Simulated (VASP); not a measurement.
# SnSe2 (P-3m1) in VASP: single point with PBE

Aim: the single point of SnSe2 with PBE.

All numbers are computed with VASP 6.6.1; they aren't measurements. Logs are shortened: lines on timing, memory, paths and dates and some standing lists are left out, and cuts for length are marked.

### Step 1. The crystal as given

Symmetry: P-3m1, No. 164, trigonal system. The conventional cell has a = 3.811 Å, b = 3.811 Å, c = 6.136 Å, α = 90.00°, β = 90.00°, γ = 120.00°. Around Sn (site symmetry -3m) lie 6 Se at 2.68 Å. Se (site symmetry 3m) is surrounded by 3 Sn at 2.68 Å.

### Step 2. Single point, PBE

INCAR

```
SYSTEM = SnSe2
PREC = Accurate ; ENCUT = 520
EDIFF = 1E-6 ; ISMEAR = -1
SIGMA = 0.01 ; LREAL = .FALSE.
LASPH = .TRUE. ; NELM = 100
ALGO = Normal ; ISIF = 2
LWAVE = .FALSE. ; LCHARG = .FALSE.
GGA = PE ; NBANDS = 20
```

KPOINTS

```
Automatic mesh
0
G
  2 2 2
  0 0 0
```

POSCAR

```
SnSe2
1.0
    3.8110000000      0.0000000000      0.0000000000
   -1.9055000000      3.3004230000      0.0000000000
    0.0000000000      0.0000000000      6.1360000000
Sn Se
1 2
Direct
    0.0000000000      0.0000000000      0.0000000000
    0.3333333333      0.6666666667      0.2490000000
    0.6666666667      0.3333333333      0.7510000000
```

Potentials or basis: VASP PAW PBE potentials, release 64 (Sn_d, Se).

On the command line:

```sh
$ cat potpaw_PBE.64/Sn_d/POTCAR potpaw_PBE.64/Se/POTCAR > POTCAR
$ mpirun -np 1 vasp_std > vasp.out
```

OUTCAR:

```text
SYSTEM = SnSe2
   PREC = Accurate
   ENCUT = 520
   EDIFF = 1E-6
   ISMEAR = -1
   LREAL = .FALSE.
   LASPH = .TRUE.
   NELM = 100
   ISIF = 2
   GGA = PE

 ion  position               nearest neighbor table
   1  0.000  0.000  0.000-   2 2.68   3 2.68   3 2.68   2 2.68   3 2.68   2 2.68
   2  0.333  0.667  0.249-   1 2.68   1 2.68   1 2.68
   3  0.667  0.333  0.751-   1 2.68   1 2.68   1 2.68

  LATTYP: Found a hexagonal cell.
 ALAT       =     3.8110000000
 C/A-ratio  =     1.6100760955

  Lattice vectors:

 A1 = (   3.8110000000,   0.0000000000,   0.0000000000)
 A2 = (  -1.9055000000,   3.3004230000,   0.0000000000)
 A3 = (   0.0000000000,   0.0000000000,   6.1360000000)

Analysis of symmetry for initial positions (statically):
=====================================================================
 Subroutine PRICEL returns:
 Original cell was already a primitive cell.

 Routine SETGRP: Setting up the symmetry group for a
 hexagonal supercell.

 Subroutine GETGRP returns: Found 12 space group operations
 (whereof 12 operations were pure point group operations)
 out of a pool of 24 trial point group operations.

The static configuration has the point symmetry D_3d.

Analysis of symmetry for dynamics (positions and initial velocities):
=====================================================================
 Subroutine PRICEL returns:
 Original cell was already a primitive cell.

 Routine SETGRP: Setting up the symmetry group for a
 hexagonal supercell.

 Subroutine GETGRP returns: Found 12 space group operations
 (whereof 12 operations were pure point group operations)
 out of a pool of 24 trial point group operations.

The dynamic configuration has the point symmetry D_3d.

 Subroutine INISYM returns: Found 12 space group operations
 (whereof 12 operations are pure point group operations),
 and found     1 'primitive' translations

----------------------------------------------------------------------------------------

                                     Primitive cell

  volume of cell :      77.1781

  direct lattice vectors                    reciprocal lattice vectors
     3.811000000  0.000000000  0.000000000     0.262398321  0.151495733  0.000000000
    -1.905500000  3.300423000  0.000000000     0.000000000  0.302991465  0.000000000
     0.000000000  0.000000000  6.136000000     0.000000000  0.000000000  0.162972621

  length of vectors
     3.811000000  3.811000161  6.136000000     0.302991478  0.302991465  0.162972621

  position of ions in fractional coordinates (direct lattice)
     0.000000000  0.000000000  0.000000000
     0.333333333  0.666666667  0.249000000
     0.666666667  0.333333333  0.751000000

  ion indices of the primitive-cell ions
   primitive index   ion index
                 1           1
                 2           2
                 3           3

----------------------------------------------------------------------------------------

 KPOINTS: Automatic mesh

Automatic generation of k-mesh.
 Grid dimensions read from file:
 generate k-points for:    2    2    2

 Generating k-lattice:

  Cartesian coordinates                     Fractional coordinates (reciprocal lattice)
     0.131199160  0.075747866  0.000000000     0.500000000  0.000000000  0.000000000
     0.000000000  0.151495733  0.000000000     0.000000000  0.500000000  0.000000000
     0.000000000  0.000000000  0.081486310     0.000000000  0.000000000  0.500000000

  Length of vectors
     0.151495739  0.151495733  0.081486310

  Shift w.r.t. Gamma in fractional coordinates (k-lattice)
     0.000000000  0.000000000  0.000000000

 Subroutine IBZKPT returns following result:
 ===========================================

 Found      4 irreducible k-points:

 Following reciprocal coordinates:
            Coordinates               Weight
  0.000000  0.000000  0.000000      1.000000
  0.500000  0.000000  0.000000      3.000000
  0.000000  0.000000  0.500000      1.000000
  0.500000  0.000000  0.500000      3.000000
   k-points           NKPTS =      4   k-points in BZ     NKDIM =      4   number of bands    NBANDS=     20
   number of dos      NEDOS =    301   number of ions     NIONS =      3
   total plane-waves  NPLWV =  37632
   dimension x,y,z NGX =    28 NGY =   28 NGZ =   48
   dimension x,y,z NGXF=    56 NGYF=   56 NGZF=   96
   ions per type =               1   2
   NGX,Y,Z   is equivalent  to a cutoff of  12.21, 12.21, 13.00 a.u.
   NGXF,Y,Z  is equivalent  to a cutoff of  24.43, 24.43, 26.01 a.u.
 SYSTEM =  SnSe2
   PREC   = accura    normal or accurate (medium, high low for compatibility)
   ISTART =      0    job   : 0-new  1-cont  2-samecut
   ICHARG =      2    charge: 1-file 2-atom 10-const
   ISPIN  =      1    spin polarized calculation?
   LNONCOLLINEAR =      F non collinear calculations
   LSORBIT =      F    spin-orbit coupling
   LASPH  =      T    aspherical Exc in radial PAW
   ENCUT  =  520.0 eV  38.22 Ry    6.18 a.u.   7.09  7.09 11.41*2*pi/ulx,y,z
   NELM   =    100;   NELMIN=  2; NELMDL= -5     # of ELM steps
   EDIFF  = 0.1E-05   stopping-criterion for ELM
   LREAL  =      F    real-space projection
   EDIFFG = 0.1E-04   stopping-criterion for IOM
   NSW    =      0    number of steps for IOM
   IBRION =     -1    ionic relax: 0-MD 1-quasi-New 2-CG
   NFREE  =      0    steps in history (QN), initial steepest desc. (CG)
   ISIF   =      2    stress and relaxation
   ISYM   =      2    0-nonsym 1-usesym 2-fastsym
   POTIM  = 0.5000    time-step for ionic-motion
   TEBEG  =    0.0;   TEEND  =   0.0 temperature during run
   PSTRESS=    0.0 pullay stress
   NELECT =      26.0000    total number of electrons
   NUPDOWN=      -1.0000    fix difference up-down
   EMIN   =  10.00;   EMAX   =-10.00  energy-range for DOS
   EFERMI =   0.00;   METHOD = LEGACY
   ISMEAR =    -1;   SIGMA  =   0.01  broadening in eV -4-tet -1-fermi 0-gaus
   EFERMI_NEDOS =   21; number of points for ismear=-14 and -15
   IALGO  =     38    algorithm
   IMIX   =      4    mixing-type and parameters
     AMIX     =   0.40;   BMIX     =  1.00
     AMIX_MAG =   1.60;   BMIX_MAG =  1.00
  volume/ion in A,a.u.               =      25.73       173.61
  Fermi-wavevector in a.u.,A,eV,Ry     =   1.139116  2.152617 17.654721  1.297585
  Thomas-Fermi vector in A             =   2.275820
   LORBIT       =      0    0 simple, 1 ext, 2 COOP (PROOUT), +10 PAW based schemes
   GGA     = PE    functional components
   LHFCALC =     F    Hartree Fock is set to
   AEXX    =    0.0000 exact exchange contribution
   IVDW    =     0    specifies the selected vdW correction
   LEPSILON=     F    determine dielectric tensor
   LRPA    =     F    only Hartree local field effects (RPA)
 non-spin polarized calculation
  energy-cutoff  :      520.00
  volume of cell :       77.18
 maximum number of plane-waves:      2086
   NGX = 15   NGY = 15   NGZ = 23

 number of electron      26.0000006 magnetization

 Free energy of the ion-electron system (eV)
  ---------------------------------------------------
  ext. energy  EPLUGINS =         0.00000000
  ---------------------------------------------------
  free energy    TOTEN  =       -10.04426924 eV

  energy without entropy =      -10.04426924  energy(sigma->0) =      -10.04426924

 E-fermi :   4.6047     XC(G=0):  -9.3777

 val. band max:        4.2810284432   @ k =   0.0000   0.0000   0.0000
 cond. band min:       5.1626246474   @ k =   0.5000   0.0000   0.5000
 fundamental gap:      0.8815962042
 Fermi energy:         4.6047192348

 k-point     1 :       0.0000    0.0000    0.0000
  band No.  band energies     occupation
      1     -17.1222      2.00000
      2     -17.1119      2.00000
      3     -17.1119      2.00000
      4     -17.0683      2.00000
      5     -17.0683      2.00000
      6      -9.7092      2.00000
      7      -7.8769      2.00000
      8      -1.8132      2.00000
      9       3.6002      2.00000
     10       3.6002      2.00000
     11       3.9227      2.00000
     12       3.9227      2.00000
     13       4.2810      2.00000
     14       5.3316      0.00000
     15       7.1888      0.00000
     16       8.8654      0.00000
     17       8.8654      0.00000
     18      12.3350      0.00000
     19      13.1771      0.00000
     20      13.1771      0.00000

 k-point     2 :       0.5000    0.0000    0.0000
  band No.  band energies     occupation
      1     -17.1792      2.00000
      2     -17.1135      2.00000
      3     -17.1035      2.00000
      4     -17.0646      2.00000
      5     -17.0217      2.00000
      6      -8.0075      2.00000
      7      -7.4488      2.00000
      8      -2.9901      2.00000
      9      -0.2102      2.00000
     10       1.3536      2.00000
     11       1.5880      2.00000
     12       3.0759      2.00000
     13       4.0223      2.00000
     14       5.4174      0.00000
     15       8.0486      0.00000
     16       9.7165      0.00000
     17       9.7196      0.00000
     18      11.5327      0.00000
     19      14.2819      0.00000
     20      14.8889      0.00000

 k-point     3 :       0.0000    0.0000    0.5000
  band No.  band energies     occupation
      1     -17.1221      2.00000
      2     -17.1119      2.00000
      3     -17.1119      2.00000
      4     -17.0683      2.00000
      5     -17.0683      2.00000
      6      -9.5406      2.00000
      7      -8.2187      2.00000
      8      -0.8692      2.00000
      9       2.2077      2.00000
     10       3.5112      2.00000
     11       3.5112      2.00000
     12       4.0773      2.00000
     13       4.0773      2.00000
     14       6.6834      0.00000
     15       7.1635      0.00000
     16       8.5891      0.00000
     17       8.5891      0.00000
     18      12.4764      0.00000
     19      12.6211      0.00000
     20      12.6211      0.00000

 k-point     4 :       0.5000    0.0000    0.5000
  band No.  band energies     occupation
      1     -17.1794      2.00000
      2     -17.1135      2.00000
      3     -17.1034      2.00000
      4     -17.0646      2.00000
      5     -17.0217      2.00000
      6      -7.9118      2.00000
      7      -7.5226      2.00000
      8      -3.1267      2.00000
      9      -0.6565      2.00000
     10       1.7518      2.00000
     11       2.2796      2.00000
     12       3.4199      2.00000
     13       3.6257      2.00000
     14       5.1626      0.00000
     15       8.5181      0.00000
     16       9.0789      0.00000
     17      10.0789      0.00000
     18      10.6021      0.00000
     19      14.1011      0.00000
     20      15.0347      0.00000

------------------------ aborting loop because EDIFF is reached ----------------------------------------

  FORCE on cell =-STRESS in cart. coord.  units (eV):
  Direction    XX          YY          ZZ          XY          YZ          ZX
  --------------------------------------------------------------------------------------
  -------------------------------------------------------------------------------------
  Total        7.3318559      7.3318567      0.3687941     -0.0000000     -0.0000000      0.0000000
  in kB      152.2055878    152.2056050      7.6559767     -0.0000000     -0.0000000      0.0000000
  external PRESSURE =     104.0223899 kB  Pullay stress =       0.0000000 kB

 VOLUME and BASIS-vectors are now :
 -----------------------------------------------------------------------------
  energy-cutoff  :      520.00
  volume of cell :       77.18
      direct lattice vectors                 reciprocal lattice vectors
     3.811000000  0.000000000  0.000000000     0.262398321  0.151495733  0.000000000
    -1.905500000  3.300423000  0.000000000     0.000000000  0.302991465  0.000000000
     0.000000000  0.000000000  6.136000000     0.000000000  0.000000000  0.162972621

 POSITION                                       TOTAL-FORCE (eV/Angst)
 -----------------------------------------------------------------------------------
      0.00000      0.00000      0.00000        -0.000000      0.000000      0.000000
     -0.00000      2.20028      1.52786         0.000000      0.000000      0.889696
      1.90550      1.10014      4.60814        -0.000000     -0.000000     -0.889696
 -----------------------------------------------------------------------------------
    total drift:                                0.000000      0.000000      0.000000

  FREE ENERGIE OF THE ION-ELECTRON SYSTEM (eV)
  ---------------------------------------------------
  free  energy   TOTEN  =       -10.0442692374 eV

  energy  without entropy=      -10.0442692374  energy(sigma->0) =      -10.04426924
```

Run time: 5.8 s. Hardware: 1 thread of AMD EPYC 9R45 (Zen 5), shared host; peak memory 0.15 GiB.

Results:

```
Free energy            : -10.0443 eV
Pressure               : 10.4 GPa
Largest force          : 0.890 eV/Å
Band gap on the k mesh : 0.88 eV, indirect (least direct gap 1.05 eV)
```

Forces in eV/Å, atoms in the order of the input:
```
Sn   0.000  0.000  0.000
Se   0.000  0.000  0.890
Se   0.000  0.000 -0.890
```

Caveat: the k mesh is coarse (spacing up to 0.95 Å⁻¹), so the values aren't converged; spin-orbit coupling is left out, which moves the levels of the heavy elements; this functional lacks dispersion, which binds the layers, so the pressure and a relaxed spacing across them are unreliable. A k mesh can miss the band edges.
